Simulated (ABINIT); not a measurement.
# TiAl (Pm-3m) in ABINIT: settings compared, part 2 of 2

ABINIT 10.8.3 (patched build). The steps go on from the part before.

### 4 Band structure, PBE+D3(BJ)

File run.abi:

```
# Datasets: ground state, then fixed potential
ndtset 2

# Pseudopotentials
pp_dirpath "./"
pseudos "Ti.GGA_PBE-JTH.xml, Al.GGA_PBE-JTH.xml"

# Structure
acell 3.179064 3.179064 3.179064 Angstrom
angdeg 90.0 90.0 90.0
spgroup 221
brvltt 0
chkprim 0
ntypat 2
znucl 22 13
natom 2
natrd 2
typat 1 2
xred
     0.0000000000     0.0000000000     0.0000000000
     0.5000000000     0.5000000000     0.5000000000

# Plane-wave basis
ecut 20.0
pawecutdg 32.0

# Exchange and correlation
ixc 11
vdw_xc 7

# Bands and occupations
occopt 3
tsmear 0.1 eV

# SCF cycle
nstep 100
wfoptalg 114

# Output
iomode 3
prtwf 0
prteig 0
prtebands 0
enunit 1
prtden1 1

# Dataset 1
kptopt1 1
ngkpt1 8 8 8
nshiftk1 1
shiftk1 0.0 0.0 0.0
nband1 12
tolvrs1 1.0e-9

# Dataset 2: bands along G-X-M-G-R-X
iscf2 -2
getden2 1
nband2 16
nbdbuf2 2
tolwfr2 1.0e-12
kptopt2 -5
ndivsm2 8
prteig2 1
prtvol2 -3
kptbounds2
     0.0000000000     0.0000000000     0.0000000000
     0.0000000000     0.5000000000     0.0000000000
     0.5000000000     0.5000000000     0.0000000000
     0.0000000000     0.0000000000     0.0000000000
     0.5000000000     0.5000000000     0.5000000000
     0.0000000000     0.5000000000     0.0000000000
```

Potentials or basis: JTH PAW PBE v2.0.

Run with:

```bash
> abinit run.abi > log 2>&1
```

run.abo:

```text
.Version 10.8.3 of ABINIT
 DATASET    1 : space group Pm -3 m (#221); Bravais cP (primitive cubic)
================================================================================
 Values of the parameters that define the memory need for DATASET  1.
     intxc =       0    ionmov =       0      iscf =      17    lmnmax =      18
     lnmax =       6     mgfft =      27  mpssoang =       3    mqgrid =    3001
     natom =       2  nloc_mem =       2    nspden =       1   nspinor =       1
    nsppol =       1      nsym =      48    n1xccc =       1    ntypat =       2
    occopt =       3   xclevel =       2
       mpw =         952          nfft =       19683          nkpt =          35
 PAW method is used; the additional fine FFT grid is defined by:
   mgfftf=        32    nfftf =     32768
================================================================================
[... 835 lines left out ...]
 -48.01837  -24.41040  -24.24010  -24.23907    2.92168    3.91254    8.38307    8.58840
   9.12035   10.57374   11.82286   15.31751   16.91048   17.49239   17.76436   19.21171
 kpt#  52, nband= 16, wtk=  1.00000, kpt=  0.0455  0.5000  0.0455 (reduced coord)
 -48.02006  -24.41325  -24.23096  -24.23068    2.83078    3.70817    8.30992    8.88262
   9.02297   10.78292   11.82664   15.34068   17.81218   17.93595   18.04751   18.55688
 kpt#  53, nband= 16, wtk=  1.00000, kpt=  0.0000  0.5000  0.0000 (reduced coord)
 -48.02065  -24.41424  -24.22780  -24.22780    2.80066    3.63877    8.28584    8.99042
   8.99042   10.85278   11.83033   15.35238   18.14433   18.14433   18.32414   18.32414

== END DATASET(S) ==============================================================
================================================================================

 -outvars: echo values of variables after computation  --------
            acell      6.0075602967E+00  6.0075602967E+00  6.0075602967E+00 Bohr
           etotal1    -6.0811598275E+01
            fcart1    -0.0000000000E+00 -0.0000000000E+00 -0.0000000000E+00
                      -0.0000000000E+00 -0.0000000000E+00 -0.0000000000E+00
           strten1     1.3233986559E-04  1.3233986559E-04  1.3233986559E-04
                       0.0000000000E+00  0.0000000000E+00  0.0000000000E+00
           xangst      0.0000000000E+00  0.0000000000E+00  0.0000000000E+00
                       1.5895320000E+00  1.5895320000E+00  1.5895320000E+00
             xred      0.0000000000E+00  0.0000000000E+00  0.0000000000E+00
                       5.0000000000E-01  5.0000000000E-01  5.0000000000E-01
 Calculation completed.
```

It took 15 s on 1 thread of Intel Xeon Gold 6455B (Sapphire Rapids), shared host; peak memory 0.11 GiB.

What came out:

| Quantity | Value |
| --- | --- |
| Free energy | -1654.7679 eV |
| Pressure | -3.9 GPa |
| Band gap on the k mesh | none (metal or under the smearing width) |
| Valence electrons inside the program's atomic spheres | Ti 10.20; Al 0.79 |

Levels at the corners of the path, in eV from the Fermi level:
```csv
point,band 4,band 5,band 6,band 7,band 8,band 9,band 10,band 11
Γ,-33.08,-9.28,-1.44,-1.44,1.81,1.81,1.81,4.41
X,-33.06,-6.04,-5.20,-0.55,0.15,0.15,2.02,2.99
M,-33.05,-5.02,-2.10,-2.10,-1.47,0.72,0.72,2.74
Γ,-33.08,-9.28,-1.44,-1.44,1.81,1.81,1.81,4.41
R,-33.21,-3.10,-3.10,-3.10,0.63,2.80,2.80,2.92
X,-33.06,-6.04,-5.20,-0.55,0.15,0.15,2.02,2.99
```

Caveat: pairwise dispersion overbinds metals, which lowers pressure and volume.

### 5 Real-space fields, BLYP+D3(BJ), spin-orbit coupling, no magnetisation

File run.abi:

```
# Pseudopotentials
pp_dirpath "./"
pseudos "Ti.GGA_PBE-JTH.xml, Al.GGA_PBE-JTH.xml"

# Structure
acell 3*1.0
rprim
     6.0075602927     0.0000000000     0.0000000000
     0.0000000000     6.0075602927     0.0000000000
     0.0000000000     0.0000000000     6.0075602927
ntypat 2
znucl 22 13
natom 2
typat 1 2
xred
     0.0000000000     0.0000000000     0.0000000000
     0.5000000000     0.5000000000     0.5000000000

# Plane-wave basis
ecut 408.170794 eV
pawecutdg 30.0

# k points
kptopt 4
ngkpt 8 8 8
nshiftk 1
shiftk 0.0 0.0 0.0

# Exchange and correlation
ixc -106131
vdw_xc 7

# Bands and occupations
nband 24
occopt 3
tsmear 0.00367493

# Spin
nspinor 2
nspden 1
pawspnorb 1

# SCF cycle
nstep 100
tolvrs 1.0e-9

# Output
iomode 3
prtwf 0
prteig 0
prtebands 0
prtden 1
prtvha 1
prtvclmb 1
prtpot 1
```

Potentials or basis: JTH PAW PBE v2.0.

Run with:

```bash
> abinit run.abi > log 2>&1
```

run.abo:

```text
.Version 10.8.3 of ABINIT
 Symmetries : space group P4 3 2 (#207); Bravais cP (primitive cubic)
================================================================================
 Values of the parameters that define the memory need of the present run
     intxc =       0    ionmov =       0      iscf =      17    lmnmax =      18
     lnmax =       6     mgfft =      24  mpssoang =       3    mqgrid =    3001
     natom =       2  nloc_mem =       2    nspden =       1   nspinor =       2
    nsppol =       1      nsym =      24    n1xccc =       1    ntypat =       2
    occopt =       3   xclevel =       2
       mpw =         624          nfft =       13824          nkpt =          36
 PAW method is used; the additional fine FFT grid is defined by:
   mgfftf=        30    nfftf =     27000
================================================================================
================================================================================

--------------------------------------------------------------------------------
------------- Echo of variables that govern the present computation ------------
--------------------------------------------------------------------------------
 -outvars: echo values of preprocessed input variables --------
            acell      1.0000000000E+00  1.0000000000E+00  1.0000000000E+00 Bohr
              amu      4.78800000E+01  2.69815390E+01
             ecut      1.50000000E+01 Hartree
              ixc     -106131
           kptopt           4
         kptrlatt        8    0    0      0    8    0      0    0    8
          kptrlen      4.80604823E+01
[... 220 lines left out ...]
VdWaals_dft_d       : -8.35746926200416E-02
internal            : -6.07873157217441E+01
'-kT*entropy'       : -2.90610613771274E-03
total_energy_dc     : -6.07902218278818E+01
total_energy_dc_eV  : -1.65418620613736E+03
...

--- !EnergyTermsWithPAWCore
iteration_state     : {dtset: 1, }
comment             : 'Components of total free energy, including PAW core contributions'
Total energy        : -1.09707286841724E+03
Total energy DC     : -1.09707287944721E+03
Total energy (eV)   : -2.98528735624878E+04
Total energy DC (eV): -2.98528738626287E+04
...

 Cartesian components of stress tensor (hartree/bohr^3)
  sigma(1 1)=  2.56308447E-04  sigma(3 2)=  0.00000000E+00
  sigma(2 2)=  2.56308447E-04  sigma(3 1)=  0.00000000E+00
  sigma(3 3)=  2.56308447E-04  sigma(2 1)=  0.00000000E+00

-Cartesian components of stress tensor (GPa)         [Pressure= -7.5409E+00 GPa]
- sigma(1 1)=  7.54085486E+00  sigma(3 2)=  0.00000000E+00
- sigma(2 2)=  7.54085486E+00  sigma(3 1)=  0.00000000E+00
- sigma(3 3)=  7.54085486E+00  sigma(2 1)=  0.00000000E+00

== END DATASET(S) ==============================================================
================================================================================

 -outvars: echo values of variables after computation  --------
            acell      1.0000000000E+00  1.0000000000E+00  1.0000000000E+00 Bohr
           etotal     -6.0790221828E+01
            fcart     -0.0000000000E+00 -0.0000000000E+00 -0.0000000000E+00
                      -0.0000000000E+00 -0.0000000000E+00 -0.0000000000E+00
            rprim      6.0075602927E+00  0.0000000000E+00  0.0000000000E+00
                       0.0000000000E+00  6.0075602927E+00  0.0000000000E+00
                       0.0000000000E+00  0.0000000000E+00  6.0075602927E+00
           strten      2.5630844695E-04  2.5630844695E-04  2.5630844695E-04
                       0.0000000000E+00  0.0000000000E+00  0.0000000000E+00
           xangst      0.0000000000E+00  0.0000000000E+00  0.0000000000E+00
                       1.5895319989E+00  1.5895319989E+00  1.5895319989E+00
             xred      0.0000000000E+00  0.0000000000E+00  0.0000000000E+00
                       5.0000000000E-01  5.0000000000E-01  5.0000000000E-01
 Calculation completed.
```

It took 21 s on 1 thread of Intel Xeon Gold 6455B (Sapphire Rapids), shared host; peak memory 0.11 GiB.

What came out:

```yaml
Free_energy: -1654.1862 eV
Pressure: -7.5 GPa
Band_gap_on_the_k_mesh: none (metal or under the smearing width)
Valence_electrons_inside_the_program's_atomic_spheres: Ti 10.23; Al 0.83
```

Levels at points of the mesh, in eV from the Fermi level:
```tsv
k point	band 12	band 13	band 14	band 15	band 16	band 17
(0.00, 0.00, 0.00)	-1.43	-1.43	-1.43	1.76	1.76	1.76
(0.50, 0.00, 0.00)	-5.09	-0.58	-0.58	0.13	0.13	0.14
(0.50, 0.50, 0.00)	-2.02	-1.99	-1.99	-1.40	-1.40	0.69
(0.50, 0.50, 0.50)	-3.06	-3.06	-3.06	0.43	0.43	2.69
```

Caveat: the PAW data sets were made with another functional, which shifts forces and pressure a little; pairwise dispersion overbinds metals, which lowers pressure and volume.

### 6 The runs side by side

| task | level | spin | U | cell | cutoff (eV) | start of the occupation matrix | double counting (usepawu) | SCF steps with the typed occupation matrix (usedmatpu) | most SCF steps | SCF threshold (tolvrs) | other keys | gap on the mesh (eV) | pressure (GPa) |
| --- | --- | --- | --- | --- | --- | --- | --- | --- | --- | --- | --- | --- | --- |
| real-space fields | BLYP+U | off | Ti d U = 3.5 eV | atoms moved at random, drawn with an rms of 0.15 Å | 408 | random | 1 | 10 | 80 | 1e-07 | - | none | 9.3 |
| band structure | PBE+D3(BJ) | off | - | as given | 544 | - | - | - | - | - | dg_ha = 32; wfoptalg = 114 | none | -3.9 |
| real-space fields | BLYP+D3(BJ) | SOC, no magnetisation | - | as given | 408 | - | - | - | - | - | - | none | -7.5 |

Alike in all rows: potentials or basis JTH PAW PBE v2.0; k mesh 8 × 8 × 8; smearing fermi-dirac 0.1 eV.

Caveats: the PAW data sets were made with another functional, which shifts forces and pressure a little (some runs); pairwise dispersion overbinds metals, which lowers pressure and volume (some runs); U without spin polarisation on a metal has little footing (some runs); the U is typed as a test and isn't derived for this compound (some runs).

Total energies depend on the potentials used, so only differences within one code and one set of settings carry meaning.
